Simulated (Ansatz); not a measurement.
# GaN (P6_3mc): the host for defect calculations, part 2 of 2

Aim: the runs on the perfect crystal GaN (P6_3mc) that a defect calculation needs first.

Ansatz 0.2.0; plane-wave PAW DFT, r2SCAN; relaxation of the host's cell and atoms; PAW set soft_1 (the session's first sound run).

So far. Step 3 (Dielectric tensors of the host): The principal values of the electronic dielectric tensor are 5.83, 5.83 and 6.02. The principal values of the static dielectric tensor are 10.10, 10.10 and 11.19.

### 6. Defect free supercell relaxed from its symmetric sites

This cell, the one that will hold the defects, is built from the relaxed host. Its coarser k-points can move the atoms a little, so it is relaxed from the symmetric sites, as the reference for the test of stability.

This step: plane-wave PAW DFT, r2SCAN; relaxation of the defect-free supercell from its symmetric sites; PAW set soft_1 (Ansatz 0.2.0).

pristine.symmetric/input.yaml

```yaml
crystal:
  lattice:
    - [9.5498178172, 0.0, 0.0]
    - [-4.7749089086, 8.2703848312, 0.0]
    - [0.0, 0.0, 10.3676634614]
  atoms:
    - { symbol: Ga, position: [0.2222222222, 0.1111111111, 0.2495531182] }
    - { symbol: Ga, position: [0.1111111111, 0.2222222222, 0.4995531182] }
    - { symbol: "N", position: [0.2222222222, 0.1111111111, 0.4379468818] }
    - { symbol: "N", position: [0.1111111111, 0.2222222222, 0.1879468818] }
    - { symbol: Ga, position: [0.2222222222, 0.1111111111, 0.7495531182] }
    - { symbol: Ga, position: [0.1111111111, 0.2222222222, 0.9995531182] }
    - { symbol: "N", position: [0.2222222222, 0.1111111111, 0.9379468818] }
    - { symbol: "N", position: [0.1111111111, 0.2222222222, 0.6879468818] }
    - { symbol: Ga, position: [0.2222222222, 0.4444444444, 0.2495531182] }
    - { symbol: Ga, position: [0.1111111111, 0.5555555556, 0.4995531182] }
    - { symbol: "N", position: [0.2222222222, 0.4444444444, 0.4379468818] }
    - { symbol: "N", position: [0.1111111111, 0.5555555556, 0.1879468818] }
    - { symbol: Ga, position: [0.2222222222, 0.4444444444, 0.7495531182] }
    - { symbol: Ga, position: [0.1111111111, 0.5555555556, 0.9995531182] }
    - { symbol: "N", position: [0.2222222222, 0.4444444444, 0.9379468818] }
    - { symbol: "N", position: [0.1111111111, 0.5555555556, 0.6879468818] }
    - { symbol: Ga, position: [0.2222222222, 0.7777777778, 0.2495531182] }
    - { symbol: Ga, position: [0.1111111111, 0.8888888889, 0.4995531182] }
    - { symbol: "N", position: [0.2222222222, 0.7777777778, 0.4379468818] }
    - { symbol: "N", position: [0.1111111111, 0.8888888889, 0.1879468818] }
    - { symbol: Ga, position: [0.2222222222, 0.7777777778, 0.7495531182] }
    - { symbol: Ga, position: [0.1111111111, 0.8888888889, 0.9995531182] }
    - { symbol: "N", position: [0.2222222222, 0.7777777778, 0.9379468818] }
    - { symbol: "N", position: [0.1111111111, 0.8888888889, 0.6879468818] }
    - { symbol: Ga, position: [0.5555555556, 0.1111111111, 0.2495531182] }
    - { symbol: Ga, position: [0.4444444444, 0.2222222222, 0.4995531182] }
    - { symbol: "N", position: [0.5555555556, 0.1111111111, 0.4379468818] }
    - { symbol: "N", position: [0.4444444444, 0.2222222222, 0.1879468818] }
    - { symbol: Ga, position: [0.5555555556, 0.1111111111, 0.7495531182] }
    - { symbol: Ga, position: [0.4444444444, 0.2222222222, 0.9995531182] }
    - { symbol: "N", position: [0.5555555556, 0.1111111111, 0.9379468818] }
    - { symbol: "N", position: [0.4444444444, 0.2222222222, 0.6879468818] }
    - { symbol: Ga, position: [0.5555555556, 0.4444444444, 0.2495531182] }
    - { symbol: Ga, position: [0.4444444444, 0.5555555556, 0.4995531182] }
    - { symbol: "N", position: [0.5555555556, 0.4444444444, 0.4379468818] }
    - { symbol: "N", position: [0.4444444444, 0.5555555556, 0.1879468818] }
    - { symbol: Ga, position: [0.5555555556, 0.4444444444, 0.7495531182] }
    - { symbol: Ga, position: [0.4444444444, 0.5555555556, 0.9995531182] }
    - { symbol: "N", position: [0.5555555556, 0.4444444444, 0.9379468818] }
    - { symbol: "N", position: [0.4444444444, 0.5555555556, 0.6879468818] }
    - { symbol: Ga, position: [0.5555555556, 0.7777777778, 0.2495531182] }
    - { symbol: Ga, position: [0.4444444444, 0.8888888889, 0.4995531182] }
    - { symbol: "N", position: [0.5555555556, 0.7777777778, 0.4379468818] }
    - { symbol: "N", position: [0.4444444444, 0.8888888889, 0.1879468818] }
    - { symbol: Ga, position: [0.5555555556, 0.7777777778, 0.7495531182] }
    - { symbol: Ga, position: [0.4444444444, 0.8888888889, 0.9995531182] }
    - { symbol: "N", position: [0.5555555556, 0.7777777778, 0.9379468818] }
    - { symbol: "N", position: [0.4444444444, 0.8888888889, 0.6879468818] }
    - { symbol: Ga, position: [0.8888888889, 0.1111111111, 0.2495531182] }
    - { symbol: Ga, position: [0.7777777778, 0.2222222222, 0.4995531182] }
    - { symbol: "N", position: [0.8888888889, 0.1111111111, 0.4379468818] }
    - { symbol: "N", position: [0.7777777778, 0.2222222222, 0.1879468818] }
    - { symbol: Ga, position: [0.8888888889, 0.1111111111, 0.7495531182] }
    - { symbol: Ga, position: [0.7777777778, 0.2222222222, 0.9995531182] }
    - { symbol: "N", position: [0.8888888889, 0.1111111111, 0.9379468818] }
    - { symbol: "N", position: [0.7777777778, 0.2222222222, 0.6879468818] }
    - { symbol: Ga, position: [0.8888888889, 0.4444444444, 0.2495531182] }
    - { symbol: Ga, position: [0.7777777778, 0.5555555556, 0.4995531182] }
    - { symbol: "N", position: [0.8888888889, 0.4444444444, 0.4379468818] }
    - { symbol: "N", position: [0.7777777778, 0.5555555556, 0.1879468818] }
    - { symbol: Ga, position: [0.8888888889, 0.4444444444, 0.7495531182] }
    - { symbol: Ga, position: [0.7777777778, 0.5555555556, 0.9995531182] }
    - { symbol: "N", position: [0.8888888889, 0.4444444444, 0.9379468818] }
    - { symbol: "N", position: [0.7777777778, 0.5555555556, 0.6879468818] }
    - { symbol: Ga, position: [0.8888888889, 0.7777777778, 0.2495531182] }
    - { symbol: Ga, position: [0.7777777778, 0.8888888889, 0.4995531182] }
    - { symbol: "N", position: [0.8888888889, 0.7777777778, 0.4379468818] }
    - { symbol: "N", position: [0.7777777778, 0.8888888889, 0.1879468818] }
    - { symbol: Ga, position: [0.8888888889, 0.7777777778, 0.7495531182] }
    - { symbol: Ga, position: [0.7777777778, 0.8888888889, 0.9995531182] }
    - { symbol: "N", position: [0.8888888889, 0.7777777778, 0.9379468818] }
    - { symbol: "N", position: [0.7777777778, 0.8888888889, 0.6879468818] }
basis:
  ecutwfc: 500
  xc_grid: 2
hamiltonian:
  xc: r2scan
  pseudopotentials: { kind: paw, azcp: { folder: soft_1 } }
kpoints:
  mp_grid: { grid: [1, 1, 1], shift: [0.25, 0.25, 0.25] }
scf:
  occupations: { method: fermi_dirac, width: 0.01 }
  max_iter: 80
output:
  forces: true
relax:
  f_tol: 0.01
  max_steps: 60
  escape_saddle: false
checkpoint:
  write: "../pristine.symmetric.run"
  compress: false
  write_wavefunctions: false
  write_every: 100000
```

Launch:

```
ansatz run input.yaml --threads 32 --pin off --max-ram 56524MiB --backend cuda --events-out ev --progress --plain --runs-dir out --max-vram 78GiB
```

The program printed:

```text
[...]
Crystal: 72 atoms, lattice volume = 818.845 Å³
Basis set: ecut = 500 eV, 20899 PW (Γ), exchange–correlation on 144×144×160 points (8 copies of the dense FFT grid, shifted against one another)
Bands: 396, of which v1, the nominal top of the filled ones, is band 324 counted from 1 (323 counted from 0)
[...]
k-points: 1
[...]
SCF iter   9: F=-150351.680114 eV  HF=-150351.680114 eV  |F-HF|=3.78e-10  |Δ(HF+E_count)|=   1.17e-6  Δρ=5.43e-6  dr2=2.11e-7  dr2_τ=3.66e-9  ethr=3.86e-10  ⟨swp⟩=3.0  Hψ=1027  notcnv=0
SCF 1 converged in 9 iterations: F = -150351.680114 eV  dr2 = 2.11e-7
[...]
relax step   1: F+E_penalty+E_count = -150351.68011368 eV  Δ(F+E_penalty+E_count) = +0.000e0 eV  max|allowed force component| = 1.105e-2 eV/Å  Δτ_max = 0.0000 Å  (9 SCF iters, dr2 threshold 2.50e-6 eV [...]
[...]
SCF iter   1: F=—  HF=-150351.678048 eV  |F-HF|=—  |Δ(HF+E_count)|=         —  Δρ=6.70e-4  dr2=1.18e-3  dr2_τ=3.98e-3  ethr=1.83e-7  ⟨swp⟩=2.0  Hψ=963  notcnv=0  defer=45
[...]
relax step   2: F+E_penalty+E_count = -150351.68120818 eV  Δ(F+E_penalty+E_count) = -1.094e-3 eV  max|allowed force component| = 3.199e-3 eV/Å  Δτ_max = 0.0023 Å  (6 SCF iters, accepted)
[...]
SCF 3 converged in 2 iterations: F = -150351.681208 eV  dr2 = 5.66e-9
SCF converged after 2 iterations
[...]
```

It took 3 s on 1 × NVIDIA GB200 with 32 threads of Arm Neoverse V2, shared host; peak memory 1.4 GiB.

Hardly anything moved in the relaxation; the energy changed by under 0.2 meV an atom.

### 7. Defect free supercell relaxed from displaced atoms

This step: plane-wave PAW DFT, r2SCAN; relaxation of the defect-free supercell from random displacements, a test of the host's stability; PAW set soft_1 (Ansatz 0.2.0).

pristine.rattled/input.yaml, as its differences from pristine.symmetric/input.yaml of step 6:

```diff
@@ -93,6 +93,6 @@
   f_tol: 0.01
-  max_steps: 60
-  escape_saddle: false
+  max_steps: 120
+  random_displacement: { amplitude: 0.08, seed: 3911 }
 checkpoint:
-  write: "../pristine.symmetric.run"
+  write: "../pristine.rattled.run"
   compress: false
```

The program printed:

```text
[...]
Crystal: 72 atoms, lattice volume = 818.845 Å³
Basis set: ecut = 500 eV, 20899 PW (Γ), exchange–correlation on 144×144×160 points (8 copies of the dense FFT grid, shifted against one another)
Bands: 396, of which v1, the nominal top of the filled ones, is band 324 counted from 1 (323 counted from 0)
[...]
k-points: 1
[...]
SCF 1 converged in 10 iterations: F = -150346.899567 eV  dr2 = 5.22e-7
[...]
relax step   1: F+E_penalty+E_count = -150346.89956732 eV  Δ(F+E_penalty+E_count) = +0.000e0 eV  max|allowed force component| = 2.983e0 eV/Å  Δτ_max = 0.0000 Å  (10 SCF iters, dr2 threshold 2.50e-6 eV [...]
[...]
SCF 2 converged in 7 iterations: F = -150350.555434 eV  dr2 = 1.63e-5
[...]
relax step   6: F+E_penalty+E_count = -150351.68126570 eV  Δ(F+E_penalty+E_count) = -5.189e-4 eV  max|allowed force component| = 7.156e-3 eV/Å  Δτ_max = 0.0022 Å  (6 SCF iters, accepted)
[...]
SCF 7 converged in 2 iterations: F = -150351.681266 eV  dr2 = 1.18e-8
SCF converged after 2 iterations
[...]
```

Elapsed: 5.9 s, on 1 × NVIDIA GB200 with 32 threads; peak memory 1.4 GiB; 17 s of CPU time.

Relaxation path:

| step | energy less that of the first step (eV) | largest force component (eV/Å) |
| --- | --- | --- |
| 1 | 0.0000 | 2.9832 |
| 2 | -3.6559 | 1.4887 |
| 3 | -4.7812 | 0.0210 |
| 4 | -4.7812 | 0.0212 |
| 5 | -4.7806 | 0.0232 |
| 6 | -4.7817 | 0.0072 |

Relaxation step 5 was tried and not accepted.

The relaxation ends 66 meV an atom lower than the displaced start, with a largest force component of 0.0072 eV/Å.

### 8. Outcome

```json
{
  "primitive cell vectors, lengths": "3.183, 3.183, 5.184 Å",
  "electronic dielectric constant": "principal values (5.83, 5.83, 6.02)",
  "static dielectric constant": "principal values (10.10, 10.10, 11.19)",
  "gap on the k-mesh of the response run (PBEsol)": "1.88 eV",
  "supercell relaxed in its symmetry less the displaced and relaxed one": "0.000 eV",
  "energy an atom at one point at (¼, ¼, ¼) less that on the dense mesh": "-0.023 eV"
}
```

In words: Step 7: The energy fell by 4.782 eV from the randomly displaced start; the atoms end within 0.005 Å of the sites as typed, once the mean shift is taken out. The displaced cell ends within 0.01 eV of the symmetric one relaxed in its symmetry, so no lower structure shows in this supercell. The k-mesh can miss the band edges, so this gap is an upper bound at this level. All at zero temperature.

[Logs are printed without paths, hosts, clocks, repeated set-up lines and the standing remarks that a program may print on its own settings, such as how far it seeks lower states.]

[Hosts, paths, dates, database ids (printed as entryN), source tags and the programs' standing remarks are cut or masked in the printed files.]

[Runs of the host that timed out are not shown.]

[For some hosts the program warned that the k-mesh of the response run may be too coarse for force constants and the static dielectric constant; such warnings are not always shown.]

[The program warned that the k-mesh of a response run behind this text may be too coarse: force constants, and the static dielectric constant and all else formed from them, are not shown converged.]
